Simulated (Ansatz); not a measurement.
**How far is PAW off for Sc?**

```
Sc
1.0
     0.00000    2.27050    2.27050
     2.27050    0.00000    2.27050
     2.27050    2.27050    0.00000
Sc
1
Direct
  0.00000 0.00000 0.00000
```

The cell is COD entry 9008483, as deposited and not checked against the literature; nothing was relaxed.

Spin polarisation is left out, and whether a magnetic state lies lower isn't shown here.

All numbers are computed: DFT, PBE, PAW with Ansatz's default frozen-core files, scalar-relativistic (Ansatz 0.2.0); DFT, PBE, all-electron PAW with datasets made for the crystal, scalar-relativistic (Ansatz 0.2.0); DFT, PBE, all-electron LAPW, scalar-relativistic (Ansatz 0.2.0).

For PAW: a Γ-centred 12×12×12 k mesh, Fermi–Dirac smearing of 0.03 eV, cutoff 420 eV, no spin polarisation. The crystal-made all-electron datasets (AE datasets) take a cutoff of 220 eV at this cell. LAPW targets a basis error of 0.25 meV/atom. The Ansatz runs share mesh, smearing and spin set-up. Plane-wave (PAW) pressures include the program's estimate of the Pulay term.

Stress and pressure are positive in compression.

Levels count from the Fermi level.

```csv
quantity,PAW,AE datasets,LAPW
pressure (GPa),2.95,2.95,2.95
highest filled level at X (eV),-0.698,-0.698,-0.698
lowest empty level at X (eV),2.095,2.096,2.096
highest filled level at K (eV),-0.444,-0.444,-0.444
lowest empty level at K (eV),0.939,0.939,0.939
highest filled level at L (eV),-1.823,-1.823,-1.823
lowest empty level at L (eV),0.320,0.321,0.321
```

PAW's pressure differs from the LAPW value by about 0.01 GPa or less.
